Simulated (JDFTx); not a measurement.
# InP (F-43m) in JDFTx: settings compared

Aim: see how the results for InP move with the level of theory and the settings. Levels: revPBE, BLYP, LDA. Tasks: band structure.

Program: JDFTx 1.7.0 (patched build). These are calculated values, not measurements. Logs are shortened: lines on timing, memory, paths and dates and some standing lists are left out, and cuts for length are marked. The log counts tension as positive stress, the text compression.

**What was measured.**

From a printed reference work, data compilation, for a bulk crystal of InP at 1.6 K: band gap 1.4236 eV (direct).

The runs below are set against these values where they give the same quantity.

**1. The structure**

The structure is cubic, space group F-43m (No. 216). Conventional cell: a = 5.861 Å, b = 5.861 Å, c = 5.861 Å, α = 90.00°, β = 90.00°, γ = 90.00°. Around In (site symmetry -43m) lie 4 P at 2.54 Å. Around P (site symmetry -43m) lie 4 In at 2.54 Å.

**2. Band structure, revPBE**

Contents of bands.in:

```
lattice \
    0.0000000000     5.5378424082     5.5378424082 \
    5.5378424082     0.0000000000     5.5378424082 \
    5.5378424082     5.5378424082     0.0000000000
coords-type Lattice
ion In     0.0000000000     0.0000000000     0.0000000000 1
ion P      0.7500000000     0.7500000000     0.7500000000 1

ion-species pseudo/In.upf
ion-species pseudo/P.upf
elec-cutoff 35 280
elec-ex-corr gga-x-pbe-r gga-c-pbe
elec-smearing Fermi 0.0018374661
elec-n-bands 15
electronic-minimize nIterations 30 energyDiffThreshold 1e-06
davidson-band-ratio 1.3
forces-output-coords Cartesian
include path.kpoints
symmetries none
fix-electron-density run.$VAR

dump-name bands.$VAR
dump End Ecomponents EigStats BandEigs Kpoints Forces
```

Contents of path.kpoints:

```
kpoint +0.0000000000 +0.0000000000 +0.0000000000 0.020000000000
kpoint +0.0714285714 +0.0000000000 +0.0714285714 0.020000000000
kpoint +0.1428571429 +0.0000000000 +0.1428571429 0.020000000000
kpoint +0.2142857143 +0.0000000000 +0.2142857143 0.020000000000
kpoint +0.2857142857 +0.0000000000 +0.2857142857 0.020000000000
kpoint +0.3571428571 +0.0000000000 +0.3571428571 0.020000000000
kpoint +0.4285714286 +0.0000000000 +0.4285714286 0.020000000000
kpoint +0.5000000000 +0.0000000000 +0.5000000000 0.020000000000
kpoint +0.5000000000 +0.0833333333 +0.5833333333 0.020000000000
kpoint +0.5000000000 +0.1666666667 +0.6666666667 0.020000000000
kpoint +0.5000000000 +0.2500000000 +0.7500000000 0.020000000000
kpoint +0.4375000000 +0.3125000000 +0.7500000000 0.020000000000
kpoint +0.3750000000 +0.3750000000 +0.7500000000 0.020000000000
kpoint +0.3281250000 +0.3281250000 +0.6562500000 0.020000000000
kpoint +0.2812500000 +0.2812500000 +0.5625000000 0.020000000000
kpoint +0.2343750000 +0.2343750000 +0.4687500000 0.020000000000
kpoint +0.1875000000 +0.1875000000 +0.3750000000 0.020000000000
kpoint +0.1406250000 +0.1406250000 +0.2812500000 0.020000000000
kpoint +0.0937500000 +0.0937500000 +0.1875000000 0.020000000000
kpoint +0.0468750000 +0.0468750000 +0.0937500000 0.020000000000
kpoint +0.0000000000 +0.0000000000 +0.0000000000 0.020000000000
kpoint +0.0833333333 +0.0833333333 +0.0833333333 0.020000000000
kpoint +0.1666666667 +0.1666666667 +0.1666666667 0.020000000000
kpoint +0.2500000000 +0.2500000000 +0.2500000000 0.020000000000
kpoint +0.3333333333 +0.3333333333 +0.3333333333 0.020000000000
kpoint +0.4166666667 +0.4166666667 +0.4166666667 0.020000000000
kpoint +0.5000000000 +0.5000000000 +0.5000000000 0.020000000000
kpoint +0.5250000000 +0.4500000000 +0.5250000000 0.020000000000
kpoint +0.5500000000 +0.4000000000 +0.5500000000 0.020000000000
kpoint +0.5750000000 +0.3500000000 +0.5750000000 0.020000000000
kpoint +0.6000000000 +0.3000000000 +0.6000000000 0.020000000000
kpoint +0.6250000000 +0.2500000000 +0.6250000000 0.020000000000
kpoint +0.5625000000 +0.2500000000 +0.6875000000 0.020000000000
kpoint +0.5000000000 +0.2500000000 +0.7500000000 0.020000000000
kpoint +0.5000000000 +0.2916666667 +0.7083333333 0.020000000000
kpoint +0.5000000000 +0.3333333333 +0.6666666667 0.020000000000
kpoint +0.5000000000 +0.3750000000 +0.6250000000 0.020000000000
kpoint +0.5000000000 +0.4166666667 +0.5833333333 0.020000000000
kpoint +0.5000000000 +0.4583333333 +0.5416666667 0.020000000000
kpoint +0.5000000000 +0.5000000000 +0.5000000000 0.020000000000
kpoint +0.4791666667 +0.4791666667 +0.5416666667 0.020000000000
kpoint +0.4583333333 +0.4583333333 +0.5833333333 0.020000000000
kpoint +0.4375000000 +0.4375000000 +0.6250000000 0.020000000000
kpoint +0.4166666667 +0.4166666667 +0.6666666667 0.020000000000
kpoint +0.3958333333 +0.3958333333 +0.7083333333 0.020000000000
kpoint +0.3750000000 +0.3750000000 +0.7500000000 0.020000000000
kpoint +0.6250000000 +0.2500000000 +0.6250000000 0.020000000000
kpoint +0.5833333333 +0.1666666667 +0.5833333333 0.020000000000
kpoint +0.5416666667 +0.0833333333 +0.5416666667 0.020000000000
kpoint +0.5000000000 +0.0000000000 +0.5000000000 0.020000000000
```

Potentials or basis: PseudoDojo-SR-PBE-0.5-standard with smoothed tails.

Launch:

```bash
jdftx -c 1 -i bands.in -o bands.out
```

What it wrote:

```text
*************** JDFTx 1.7.0 (patched build) ***************

Input parsed successfully to the following command list (including defaults):
[... the input with its defaults ...]

---------- Initializing the Grid ----------
R =
[            0      5.53784      5.53784  ]
[      5.53784            0      5.53784  ]
[      5.53784      5.53784            0  ]
unit cell volume = 339.666
G =
[  -0.567295   0.567295   0.567295  ]
[   0.567295  -0.567295   0.567295  ]
[   0.567295   0.567295  -0.567295  ]
Minimum fftbox size, Smin = [  60  60  60  ]
Chosen fftbox size, S = [  60  60  60  ]

---------- Initializing tighter grid for wavefunction operations ----------
R =
[            0      5.53784      5.53784  ]
[      5.53784            0      5.53784  ]
[      5.53784      5.53784            0  ]
unit cell volume = 339.666
G =
[  -0.567295   0.567295   0.567295  ]
[   0.567295  -0.567295   0.567295  ]
[   0.567295   0.567295  -0.567295  ]
Minimum fftbox size, Smin = [  44  44  44  ]
Chosen fftbox size, S = [  48  48  48  ]

---------- Exchange Correlation functional ----------
Initialized LibXC exchange functional 'Revised PBE from Zhang & Yang'
Initialized LibXC correlation functional 'Perdew, Burke & Ernzerhof'

---------- Setting up pseudopotentials ----------
Width of ionic core gaussian charges (only for fluid interactions / plotting) set to 0

Reading pseudopotential file 'pseudo/In.upf':
  'In' pseudopotential, 'PBE' functional
  Generated using ONCVPSP code by D. R. Hamann
  13 valence electrons, 3 orbitals, 6 projectors, 1001 radial grid points, with lMax = 2
    4D    l: 2   occupation: 10.0   eigenvalue: -0.684392
    5S    l: 0   occupation:  2.0   eigenvalue: -0.301765
    5P    l: 1   occupation:  1.0   eigenvalue: -0.092561
  Core radius for overlap checks: 2.17 bohrs.

Reading pseudopotential file 'pseudo/P.upf':
  'P' pseudopotential, 'PBE' functional
  Generated using ONCVPSP code by D. R. Hamann
  5 valence electrons, 2 orbitals, 6 projectors, 1001 radial grid points, with lMax = 2
    3S    l: 0   occupation:  2.0   eigenvalue: -0.513364
    3P    l: 1   occupation:  3.0   eigenvalue: -0.202372
  Core radius for overlap checks: 1.66 bohrs.

Initialized 2 species with 2 total atoms.

Folded 50 k-points by 1x1x1 to 50 k-points.

---------- Setting up k-points, bands, fillings ----------
No reducable k-points.
Computing the number of bands and number of electrons
Calculating initial fillings.
nElectrons:  18.000000   nBands: 15   nStates: 50

----- Setting up reduced wavefunction bases (one per k-point) -----
average nbasis = 3359.320 , ideal nbasis = 3359.293

---------- Setting up ewald sum ----------
Optimum gaussian width for ewald sums = 2.515192 bohr.
Real space sum over 1331 unit cells with max indices [  5  5  5  ]
Reciprocal space sum over 2197 terms with max indices [  6  6  6  ]

---------- Allocating electronic variables ----------
Reading n from file 'run.n' ... done
Initializing wave functions:  linear combination of atomic orbitals
Note: number of bands (15) exceeds available atomic orbitals (13)

----------- Band structure minimization -------------
Minimization will be done independently for each quantum number.

---- Minimization of quantum number:     0  [ +0.0000000 +0.0000000 +0.0000000 ]  0.040000000 ----
BandDavidson: Iter:   0  Eband: +0.113287984972380
BandDavidson: Iter:   1  Eband: +0.093667842442866  dEband: -1.962014e-02
BandDavidson: Iter:   2  Eband: +0.088183865847361  dEband: -5.483977e-03
BandDavidson: Iter:   3  Eband: +0.085200237008710  dEband: -2.983629e-03
[... 843 lines of inner loops ...]
BandDavidson: Iter:  13  Eband: +0.089969246911446  dEband: -1.212033e-06
BandDavidson: Iter:  14  Eband: +0.089968393137915  dEband: -8.537735e-07
BandDavidson: Converged (dEband<1.000000e-06)
	FillingsUpdate:  mu: +0.280291808  nElectrons: 18.000000

Dumping 'bands.eigStats' ...
	eMin: -0.265553 at state 7 ( [ +0.500000 +0.000000 +0.500000 ] spin 0 )
	HOMO: +0.264373 at state 20 ( [ +0.000000 +0.000000 +0.000000 ] spin 0 )
	mu  : +0.280292
	LUMO: +0.293890 at state 20 ( [ +0.000000 +0.000000 +0.000000 ] spin 0 )
	eMax: +0.683047 at state 34 ( [ +0.500000 +0.291667 -0.291667 ] spin 0 )
	HOMO-LUMO gap: +0.029517
	Optical gap  : +0.029517 at state 20 ( [ +0.000000 +0.000000 +0.000000 ] spin 0 )
Done!
[note: mu, HOMO and LUMO in a band run belong to the points of the path alone and aren't those of the crystal]
```

It took 57 s on 1 thread of Arm Neoverse V1, shared host; peak memory 0.11 GiB.

Results:

| Item | Value |
| --- | --- |
| Band gap along the path | 0.80 eV, direct |

Levels at the corners of the path, in eV from the valence-band top:
| point | band 6 | band 7 | band 8 | band 9 | band 10 | band 11 |
| --- | --- | --- | --- | --- | --- | --- |
| Γ | -11.49 | 0.00 | 0.00 | 0.00 | 0.80 | 4.15 |
| X | -9.14 | -5.70 | -2.30 | -2.30 | 1.86 | 2.35 |
| W | -9.06 | -5.55 | -2.92 | -2.87 | 4.37 | 4.42 |
| K | -9.15 | -5.55 | -3.26 | -1.92 | 2.44 | 4.45 |
| Γ | -11.49 | 0.00 | 0.00 | 0.00 | 0.80 | 4.15 |
| L | -9.79 | -5.68 | -0.96 | -0.96 | 1.58 | 4.86 |
| U | -9.15 | -5.55 | -3.26 | -1.92 | 2.44 | 4.45 |
| W | -9.06 | -5.55 | -2.92 | -2.87 | 4.37 | 4.42 |
| L | -9.79 | -5.68 | -0.96 | -0.96 | 1.58 | 4.86 |
| K | -9.15 | -5.55 | -3.26 | -1.92 | 2.44 | 4.45 |
| U | -9.15 | -5.55 | -3.26 | -1.92 | 2.44 | 4.45 |
| X | -9.14 | -5.70 | -2.30 | -2.30 | 1.86 | 2.35 |

Caveat: spin-orbit coupling is left out, which moves the levels of the heavy elements.

**3. Band structure, BLYP**

Changes to bands.in since step 2:

```diff
@@ -4,5 +4,5 @@
     5.5378424082     5.5378424082     0.0000000000
-coords-type Lattice
+coords-type Cartesian
 ion In     0.0000000000     0.0000000000     0.0000000000 1
-ion P      0.7500000000     0.7500000000     0.7500000000 1
+ion P      8.3067636123     8.3067636123     8.3067636123 1
 
@@ -11,3 +11,3 @@
 elec-cutoff 35 280
-elec-ex-corr gga-x-pbe-r gga-c-pbe
+elec-ex-corr gga-x-b88 gga-c-lyp
 elec-smearing Fermi 0.0018374661
```

path.kpoints is that of step 2.

Potentials or basis: PseudoDojo-SR-PBE-0.5-standard with smoothed tails.

Launch:

```bash
jdftx -c 1 -i bands.in -o bands.out
```

It took 55 s on 1 thread of Arm Neoverse V1, shared host; peak memory 0.11 GiB.

Results (log left out):

| Property | Result |
| --- | --- |
| Band gap along the path | 0.63 eV, direct |

Levels at the corners of the path, in eV from the valence-band top:
```csv
point,band 5,band 6,band 7,band 8,band 9,band 10,band 11
Γ,-14.16,-11.52,0.00,0.00,0.00,0.63,4.10
X,-14.13,-9.17,-5.79,-2.30,-2.30,1.90,2.32
W,-14.15,-9.10,-5.65,-2.90,-2.86,4.33,4.42
K,-14.14,-9.18,-5.65,-3.25,-1.92,2.45,4.43
Γ,-14.16,-11.52,0.00,0.00,0.00,0.63,4.10
L,-14.15,-9.82,-5.73,-0.97,-0.97,1.48,4.86
U,-14.14,-9.18,-5.65,-3.25,-1.92,2.45,4.43
W,-14.15,-9.10,-5.65,-2.90,-2.86,4.33,4.42
L,-14.15,-9.82,-5.73,-0.97,-0.97,1.48,4.86
K,-14.14,-9.18,-5.65,-3.25,-1.92,2.45,4.43
U,-14.14,-9.18,-5.65,-3.25,-1.92,2.45,4.43
X,-14.13,-9.17,-5.79,-2.30,-2.30,1.90,2.32
```

Caveat: spin-orbit coupling is left out, which moves the levels of the heavy elements.

**4. Band structure, LDA**

Changes to bands.in since step 3:

```diff
@@ -11,3 +11,3 @@
 elec-cutoff 35 280
-elec-ex-corr gga-x-b88 gga-c-lyp
+elec-ex-corr lda-PW
 elec-smearing Fermi 0.0018374661
```

path.kpoints is that of step 3.

Potentials or basis: PseudoDojo-SR-LDA-0.4.1-standard with smoothed tails.

Launch:

```bash
jdftx -c 1 -i bands.in -o bands.out
```

It took 54 s on 1 thread of Arm Neoverse V1, shared host; peak memory 0.09 GiB.

The run converged. Its results:

```
Band gap along the path : 0.49 eV, direct
```

Levels at the corners of the path, in eV from the valence-band top:
```
point  band 5  band 6  band 7  band 8  band 9  band 10  band 11
    Γ  -14.06  -11.56    0.00    0.00    0.00     0.49     3.97
    X  -14.02   -9.14   -5.88   -2.36   -2.36     1.61     2.12
    W  -14.04   -9.06   -5.73   -3.00   -2.97     4.19     4.27
    K  -14.04   -9.15   -5.73   -3.37   -1.97     2.21     4.28
    Γ  -14.06  -11.56    0.00    0.00    0.00     0.49     3.97
    L  -14.05   -9.81   -5.84   -0.99   -0.99     1.31     4.70
    U  -14.04   -9.15   -5.73   -3.37   -1.97     2.21     4.28
    W  -14.04   -9.06   -5.73   -3.00   -2.97     4.19     4.27
    L  -14.05   -9.81   -5.84   -0.99   -0.99     1.31     4.70
    K  -14.04   -9.15   -5.73   -3.37   -1.97     2.21     4.28
    U  -14.04   -9.15   -5.73   -3.37   -1.97     2.21     4.28
    X  -14.02   -9.14   -5.88   -2.36   -2.36     1.61     2.12
```

Caveat: spin-orbit coupling is left out, which moves the levels of the heavy elements.

**5. How close it comes**

Step 2. Against the measured gap of InP, 1.4236 eV (direct; 1.6 K; a printed reference work, data compilation), the calculated 0.80 eV is off by -0.62 eV. Spin-orbit coupling on In is left out. The value is that of revPBE, without temperature or zero-point motion. Semilocal functionals fall short of measured gaps as a rule.

Step 3. Measured gap of InP: 1.4236 eV (direct; 1.6 K; a printed reference work, data compilation). This calculation gives 0.63 eV (-0.79 eV). Spin-orbit coupling on In is left out. The value is that of BLYP, without temperature or zero-point motion. Semilocal functionals fall short of measured gaps as a rule.

Step 4. Against the measured gap of InP, 1.4236 eV (direct; 1.6 K; a printed reference work, data compilation), the calculated 0.49 eV is off by -0.94 eV. Spin-orbit coupling on In is left out. The value is that of LDA, without temperature or zero-point motion. Semilocal functionals fall short of measured gaps as a rule.
